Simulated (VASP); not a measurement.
Set up this calculation in VASP 6.6.1, as the native input.

| Item | Value |
| --- | --- |
| Task | single point |
| Functional | PBE |
| Potentials or basis | VASP PAW PBE potentials, release 64 (Ag) |
| Cutoff | 520 eV |
| k mesh | 9 × 9 × 4 |
| Occupations | gaussian, width 0.1 eV |
| Spin | no spin polarisation |
| Dipole correction | no |
| Further INCAR settings | ALGO = Normal; EDIFF = 1e-06; NBANDS = 18 |

The structure of Ag lies in POSCAR:

```
Ag
1.0
    2.9300000000      0.0000000000      0.0000000000
   -1.4650000000      2.5374544331      0.0000000000
    0.0000000000      0.0000000000      4.7900000000
Ag
2
Direct
    0.3333333333      0.6666666667      0.2500000000
    0.6666666667      0.3333333333      0.7500000000
```

This isn't the form of Ag at room conditions, which is fcc.

The input as run:

INCAR

```
SYSTEM = Ag
ALGO     = Normal         ! electronic algorithm
EDIFF    = 1E-6           ! SCF threshold, eV
ENCUT    = 520            ! plane-wave cutoff, eV
GGA      = PE             ! functional
ISIF     = 2              ! what is computed and relaxed
ISMEAR   = 0              ! smearing method
LASPH    = .TRUE.         ! aspherical terms in the spheres
LCHARG   = .TRUE.         ! write CHGCAR
LELF     = .TRUE.         ! ELF
LREAL    = .FALSE.        ! projectors in reciprocal space
LVHAR    = .TRUE.       
LWAVE    = .FALSE.        ! write WAVECAR
NBANDS   = 18             ! bands
NELM     = 100            ! most SCF steps
PREC     = Accurate       ! precision mode
SIGMA    = 0.1            ! smearing width, eV
```

KPOINTS

```
k-points
0
G
  9 9 4
  0 0 0
```

Potentials or basis: VASP PAW PBE potentials, release 64 (Ag).

Run with:

```sh
$ cat potpaw_PBE.64/Ag/POTCAR > POTCAR
$ mpirun -np 1 vasp_std > vasp.out
```

It gave:

```yaml
Pressure: 0.2 GPa
Band_gap_on_the_k_mesh: none (metal or under the smearing width)
```

It took 12 s on 1 thread of Intel(R) Xeon(R) Platinum 8488C (Sapphire Rapids) (shared host), peak memory 0.15 GiB.
